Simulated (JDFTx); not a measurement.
The system is AlNi.

```
Ni Al
1.0
     2.88100    0.00000    0.00000
     0.00000    2.88100    0.00000
     0.00000    0.00000    2.88100
Ni Al
1 1
Direct
  0.50000 0.50000 0.50000
  0.00000 0.00000 0.00000
```

* Program: JDFTx 1.7.0 (patched build)
* Task: relaxation of cell and atoms
* Functional: LDA
* Potentials or basis: PseudoDojo-SR-PBE-0.5-standard with smoothed tails
* Cutoff: 1333 eV
* Density cutoff: 10667 eV
* k mesh: 4 × 4 × 4
* Occupations: fermi-dirac, width 0.05 eV
* Spin: collinear spin, ferromagnetic start
* Starting moments: [1.0, 0.0] μB

At the start: pressure -7.5 GPa; volume 11.96 Å³/atom.

Question: Where does the relaxation end?

Answer: Over 5 steps the energy falls by 12.5 meV/atom and the volume is 11.44 Å³/atom (-4.3 %); space group Pm-3m (No. 221, to 0.05 Å); moment 0.00 μB per cell.

The path:
| step | energy change (eV) | largest force (eV/Å) | pressure (GPa) | volume (Å³) |
| --- | --- | --- | --- | --- |
| 1 | 0.0000 | 0.0000 | -7.50 | 23.91 |
| 2 | -0.0121 | 0.0000 | -5.49 | 23.62 |
| 3 | -0.0250 | 0.0000 | 0.07 | 22.88 |
| 4 | -0.0250 | 0.0000 | -0.01 | 22.89 |
| 5 | -0.0250 | 0.0000 | 0.00 | 22.88 |

Final structure:
```xyz
2
Lattice="2.8391 0.0000 0.0000 0.0000 2.8391 0.0000 0.0000 0.0000 2.8391" Properties=species:S:1:pos:R:3 pbc="T T T"
Ni    1.4196    1.4196    1.4196
Al    0.0000    0.0000    0.0000
```

Caveat: the k mesh is coarse (spacing up to 0.55 Å⁻¹), so the values aren't converged; the potentials were made for another functional, which shifts forces and pressure.
